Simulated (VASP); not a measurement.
Input of a VASP 6.6.1 run:

File INCAR:

```
SYSTEM = SnS
PREC = Accurate
ENCUT = 520
EDIFF = 1E-7
ISMEAR = 0
SIGMA = 0.03
LREAL = .FALSE.
LASPH = .TRUE.
NELM = 80
ALGO = Fast
ISIF = 2
LWAVE = .FALSE.
LCHARG = .FALSE.
GGA = PE
KPAR = 2
```

KPOINTS

```
regular mesh
0
G
  4 8 6
  0 0 0
```

The input POSCAR:

```
SnS                                     
1.0
   11.1022381053      0.0000000000      0.0000000000
    0.0000000000      3.9856084138     -0.0000000000
    0.0000000000      0.0000000000      4.2298611247
  Sn              S             
     4     4
Direct
     0.1185162781974909    0.2500000000000000    0.1099914101621251
     0.3814837218025092    0.7500000000000000    0.6099914101621250
     0.6185162781974910    0.2500000000000000    0.3900085898378749
     0.8814837218025090    0.7500000000000000    0.8900085898378750
     0.8532534565978834    0.2500000000000000    0.4743738979948287
     0.6467465434021166    0.7500000000000000    0.9743738979948288
     0.3532534565978835    0.2500000000000000    0.0256261020051713
     0.1467465434021167    0.7500000000000000    0.5256261020051712
```

Contents of KPOINTS_OPT:

```
explicit points
318
Reciprocal
 0.0000000000  0.0000000000  0.0000000000 1
 0.0000000000  0.0263157895  0.0000000000 1
 0.0000000000  0.0526315789  0.0000000000 1
 0.0000000000  0.0789473684  0.0000000000 1
 0.0000000000  0.1052631579  0.0000000000 1
 0.0000000000  0.1315789474  0.0000000000 1
[... 310 lines left out ...]
 0.0000000000  0.5000000000  0.0241422100 1
 0.0000000000  0.5000000000 -0.0241422100 1
```

Potentials or basis: VASP PAW PBE potentials, release 64 (Sn_d, S).

Command:

```sh
$ cat potpaw_PBE.64/Sn_d/POTCAR potpaw_PBE.64/S/POTCAR > POTCAR
$ mpirun -np 2 vasp_std > vasp.out
```

**Question.** What does it give for the band gap on the k mesh?

**Answer.** 0.77 eV, indirect (least direct gap 1.14 eV).

**Question.** Predict the pressure.

**Answer.** 3.2 GPa.

Forces on the atoms (eV/Å):
```
Sn  -0.057  0.000 -0.040
Sn   0.057  0.000 -0.040
Sn  -0.057  0.000  0.040
Sn   0.057  0.000  0.040
S    0.033  0.000 -0.032
S   -0.033  0.000 -0.032
S    0.033  0.000  0.032
S   -0.033  0.000  0.032
```

Caveat: spin-orbit coupling is left out, which moves the levels of the heavy elements; the mesh misses the band edges, which the band path finds closer together.

**The experiment to reproduce.**

“Linear dichroism of the optical properties of SnS and SnSe van der Waals crystals”, 2024, arxiv:2409.17412 reports, for a bulk crystal of SnS at 300 K: band gap 1.09 eV (indirect).

Against the measured gap of SnS, 1.09 eV (indirect; 300 K; “Linear dichroism of the optical properties of SnS and SnSe van der Waals crystals”, 2024, arxiv:2409.17412), the calculated 0.62 eV is off by -0.47 eV. 2 values of this kind are on record (1.09 to 1.16 eV); this one was drawn at random. Spin-orbit coupling on Sn is left out. The value is that of PBE, without temperature or zero-point motion. Semilocal functionals fall short of measured gaps as a rule.
